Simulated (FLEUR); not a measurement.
# Zn (Fm-3m) in FLEUR: further runs, part 2 of 2

FLEUR MaX-R8.1 (later development tree). The steps go on from the part before.

## (3) Equation of state, LDA, 14.26 Å³/atom (volume scaled by 0.94)

File inp.xml:

```xml
<?xml version="1.0" encoding="UTF-8" standalone="no"?>
<fleurInput fleurInputVersion="0.39">
   <comment>
      Zn                                                                                                  
   </comment>
   <calculationSetup>
      <cutoffs Kmax="4.12" Gmax="12.8" GmaxXC="12.8" numbands="0"/>
      <scfLoop itmax="60" minDistance="0.00001" maxIterBroyd="15" imix="Anderson" alpha="0.05" precondParam="0.0" spinf="2.0" sdNocoIR="T"/>
      <coreElectrons ctail="T" frcor="F" kcrel="0" coretail_lmax="0"/>
      <xcFunctional name="vwn" relativisticCorrections="F"/>
      <magnetism jspins="1"/>
      <soc l_soc="F" theta="0.0" phi="0.0" spav="F"/>
      <expertModes spex="0" secvar="F"/>
      <geometryOptimization l_f="F" forcealpha="1.0" forcemix="BFGS" epsdisp="0.00001" epsforce="0.00001"/>
      <ldaU l_linMix="F" mixParam="0.05" spinf="1.0"/>
   </calculationSetup>
   <cell>
      <bzIntegration valenceElectrons="20.0" mode="hist" fermiSmearingEnergy="0.00183747">
         <kPointListSelection listName="default-1"/>
         <!-- k-points included here -->
         <xi:include xmlns:xi="http://www.w3.org/2001/XInclude" href="kpts.xml"> </xi:include>
      </bzIntegration>
      <!-- symmetry operations included here -->
      <xi:include xmlns:xi="http://www.w3.org/2001/XInclude" href="sym.xml"> </xi:include>
      <bulkLattice scale="0.9795861087">
         <bravaisMatrix>
            <row-1>    0.0000000000000000     3.7128885361870894     3.7128885361870894</row-1>
            <row-2>    3.7128885361870894     0.0000000000000000     3.7128885361870894</row-2>
            <row-3>    3.7128885361870894     3.7128885361870894     0.0000000000000000</row-3>
         </bravaisMatrix>
      </bulkLattice>
   </cell>
   <atomSpecies>
      <species name="Zinc (Zn)" element="Zn" atomicNumber="30">
         <mtSphere radius="2.38" gridPoints="803" logIncrement="0.015"/>
         <atomicCutoffs lmax="10" lnonsphr="10"/>
         <electronConfig flipSpins="F">
            <coreConfig>(1s1/2) (2s1/2) (2p1/2) (2p3/2)</coreConfig>
            <valenceConfig>(3s1/2) (3p1/2) (3p3/2) (4s1/2) (3d3/2) (3d5/2)</valenceConfig>
         </electronConfig>
         <energyParameters s="4" p="4" d="3" f="4"/>
         <lo type="SCLO" l="0" n="3" eDeriv="0"/>
         <lo type="SCLO" l="1" n="3" eDeriv="0"/>
         <lo type="SCLO" l="1" n="3" eDeriv="1"/>
         <lo type="HELO" l="2" n="4" eDeriv="0"/>
         <lo type="HELO" l="2" n="4" eDeriv="1"/>
         <lo type="SCLO" l="3" n="4" eDeriv="2"/>
      </species>
   </atomSpecies>
   <atomGroups>
      <atomGroup species="Zinc (Zn)">
         <relPos label="                   1">.0000000000 .0000000000 .0000000000</relPos>
         <force calculate="T" relaxXYZ="TTT"/>
      </atomGroup>
   </atomGroups>
   <output dos="F" band="F" slice="F">
      <checks vchk="F" cdinf="F"/>
      <bandDOS minEnergy="-.5*Htr" maxEnergy="0.5*Htr" sigma="0.015" storeEVData="T"/>
      <vacuumDOS vacdos="F" integ="F" star="F" nstars="0" locx1="0.0" locy1="0.0" locx2="0.0" locy2="0.0" nstm="0" tworkf="0.0"/>
      <unfoldingBand unfoldBand="F" supercellX="1" supercellY="1" supercellZ="1"/>
      <plotting iplot="0" polar="F">
         <plot TwoD="T" vec1="  1.0  0.0  0.0" vec2="  0.0  1.0  0.0" vec3="  0.0  0.0  1.0" zero="  0.0  0.0  0.0" file="plot"/>
      </plotting>
      <chargeDensitySlicing numkpt="0" minEigenval="0.0" maxEigenval="0.0" nnne="0" pallst="F"/>
      <specialOutput eonly="F"/>
      <moessbauerParams electricFieldGradient="T" isomerShift="T" coreHyperfine="T" valenceHyperfine="T"/>
      <magneticCircularDichroism mcd="F" energyLo="-10.0" energyUp="0.0"/>
   </output>
  <!-- We include the file relax.xml here to enable relaxations (see documentation) -->
  <xi:include xmlns:xi="http://www.w3.org/2001/XInclude" href="relax.xml"> <xi:fallback/> </xi:include>
</fleurInput>
```

Potentials or basis: all-electron, FLAPW.

Started as:

```bash
inpgen -f crystal.txt -profile fastHighL
# inp.xml edited to the form shown
fleur_MPI
```

Standard output:

```text
Welcome to FLEUR        (www.flapw.de)
      MaX-Release 8.1          (www.max-centre.eu)

 ========== k-point set info ==========
 Selected k-point list: default-1
 k-point list type: mesh
 12 x 12 x 12
 Number of k points: 72

 ------------Calculation Setup---------------------------
 Number of MPI-tasks      :            1
 Number of PE/node        :            1
 Number of OMP-threads    :            1
 Most efficient MPI parallelization for:
           1           2           3           4           6           8           9          12          18          24          36          72
 Additional eigenvalue parallelization possible
 Number of basis functions:          167
 Approximate size of matrices (H+S) per k-point:         0.000 GB
 --------------------------------------------------------
 Iteration:     1   Distance:      11.03023488 me/bohr^3
 Iteration:     2   Distance:       8.94183819 me/bohr^3
 Iteration:     3   Distance:       3.74379549 me/bohr^3
 Iteration:     4   Distance:       2.81087135 me/bohr^3
 Iteration:     5   Distance:       2.18737869 me/bohr^3
 Iteration:     6   Distance:       0.18873487 me/bohr^3
 Iteration:     7   Distance:       0.29657088 me/bohr^3
 Iteration:     8   Distance:       0.00518887 me/bohr^3
 Iteration:     9   Distance:       0.00489258 me/bohr^3
 Iteration:    10   Distance:       0.00029436 me/bohr^3
 Iteration:    11   Distance:       0.00020279 me/bohr^3
 Iteration:    12   Distance:       0.00000252 me/bohr^3

 ********************************************************************
 Run finished successfully
 Stop message:
   all done
 ********************************************************************
```

out.xml (last iteration):

```text
<iteration numberForCurrentRun="   12" overallNumber="   12">
         <energyParameters units="Htr">
            <atomicEP atomType="1" spin="1" branch="4s" branchLowest="-4.34" branchHighest="1.13" value="0.0932959592"/>
            <atomicEP atomType="1" spin="1" branch="4p" branchLowest="-2.67" branchHighest="1.72" value="0.2670042063"/>
            <atomicEP atomType="1" spin="1" branch="3d" branchLowest="-9.99" branchHighest="0.05" value="0.0041786423"/>
            <atomicEP atomType="1" spin="1" branch="4f" branchLowest="-9.99" branchHighest="3.33" value="0.6082351296"/>
[... 76 lines left out ...]
            </atomTypeDependentContributions>
            <tkbTimesEntropy value="0.0001051159"/>
            <freeEnergy value="-1793.4565340984"/>
            <extrapolationTo0K value="-1793.4564815404"/>
         </totalEnergy>
         <densityConvergence units="me/bohr^3">
            <chargeDensity spin="1" distance="0.0000025214"/>
         </densityConvergence>
      </iteration>
```

Run time: 15 s. Hardware: 1 thread of Intel Xeon Platinum 8259CL at 2.50GHz (Skylake/Cascade Lake), shared host; peak memory 0.08 GiB.

What came out:

```
Free energy                                           : -48802.4385 eV
Band gap on the k mesh                                : none (metal or under the smearing width)
Valence electrons inside the program's atomic spheres : Zn 18.96 (radii Zn 2.38 bohr)
```

## (4) Equation of state, LDA, 14.56 Å³/atom (volume scaled by 0.96)

inp.xml, as its differences from that of step 3:

```diff
@@ -24,3 +24,3 @@
       <xi:include xmlns:xi="http://www.w3.org/2001/XInclude" href="sym.xml"> </xi:include>
-      <bulkLattice scale="0.9795861087">
+      <bulkLattice scale="0.9864848297">
          <bravaisMatrix>
```

Started as:

```bash
inpgen -f crystal.txt -profile fastHighL
# inp.xml edited to the form shown
fleur_MPI
```

Wall time 16 s (1 thread of Intel Xeon Platinum 8259CL at 2.50GHz (Skylake/Cascade Lake), shared host); peak memory 0.08 GiB.

It converged, with:

```
Free energy                                           : -48802.4278 eV
Band gap on the k mesh                                : none (metal or under the smearing width)
Valence electrons inside the program's atomic spheres : Zn 18.93 (radii Zn 2.38 bohr)
```

## (5) Equation of state, LDA, 15.17 Å³/atom

inp.xml, as its differences from that of step 4:

```diff
@@ -24,3 +24,3 @@
       <xi:include xmlns:xi="http://www.w3.org/2001/XInclude" href="sym.xml"> </xi:include>
-      <bulkLattice scale="0.9864848297">
+      <bulkLattice scale="1.0000000000">
          <bravaisMatrix>
```

Started as:

```bash
inpgen -f crystal.txt -profile fastHighL
# inp.xml edited to the form shown
fleur_MPI
```

It took 16 s on 1 thread of Intel Xeon Platinum 8259CL at 2.50GHz (Skylake/Cascade Lake), shared host; peak memory 0.08 GiB.

The run converged. Its results:

| Item | Value |
| --- | --- |
| Free energy | -48802.3994 eV |
| Band gap on the k mesh | none (metal or under the smearing width) |
| Valence electrons inside the program's atomic spheres | Zn 18.89 (radii Zn 2.38 bohr) |

## (6) Equation of state, LDA, 15.78 Å³/atom (volume scaled by 1.04)

inp.xml, as its differences from that of step 5:

```diff
@@ -24,3 +24,3 @@
       <xi:include xmlns:xi="http://www.w3.org/2001/XInclude" href="sym.xml"> </xi:include>
-      <bulkLattice scale="1.0000000000">
+      <bulkLattice scale="1.0131594038">
          <bravaisMatrix>
```

Potentials or basis: all-electron, FLAPW.

Started as:

```bash
inpgen -f crystal.txt -profile fastHighL
# inp.xml edited to the form shown
fleur_MPI
```

It took 17 s on 1 thread of Intel Xeon Platinum 8259CL at 2.50GHz (Skylake/Cascade Lake), shared host; peak memory 0.08 GiB.

The run converged. Its results:

* Free energy: -48802.3634 eV
* Band gap on the k mesh: none (metal or under the smearing width)
* Valence electrons inside the program's atomic spheres: Zn 18.86 (radii Zn 2.38 bohr)

## (7) Equation of state, LDA, 16.08 Å³/atom (volume scaled by 1.06)

inp.xml, as its differences from that of step 6:

```diff
@@ -24,3 +24,3 @@
       <xi:include xmlns:xi="http://www.w3.org/2001/XInclude" href="sym.xml"> </xi:include>
-      <bulkLattice scale="1.0131594038">
+      <bulkLattice scale="1.0196128224">
          <bravaisMatrix>
```

Started as:

```bash
inpgen -f crystal.txt -profile fastHighL
# inp.xml edited to the form shown
fleur_MPI
```

Wall time 18 s (1 thread of Intel Xeon Platinum 8259CL at 2.50GHz (Skylake/Cascade Lake), shared host); peak memory 0.08 GiB.

The run converged. Its results:

```
Free energy                                           : -48802.3432 eV
Band gap on the k mesh                                : none (metal or under the smearing width)
Valence electrons inside the program's atomic spheres : Zn 18.84 (radii Zn 2.38 bohr)
```

## (8) Equation of state, LDA

This step only gathers the single runs of the series.

What came out:

* Equilibrium volume: 13.44 Å³/atom (rough: see the caveat)
* Bulk modulus: 97 GPa (rough)

Energy against volume, from the lowest point:
```csv
volume (Å³/atom),energy (meV/atom)
14.259,0.00
14.563,10.68
15.169,39.10
15.776,75.07
16.080,95.22
```

Caveat: the minimum lies outside the volumes run.
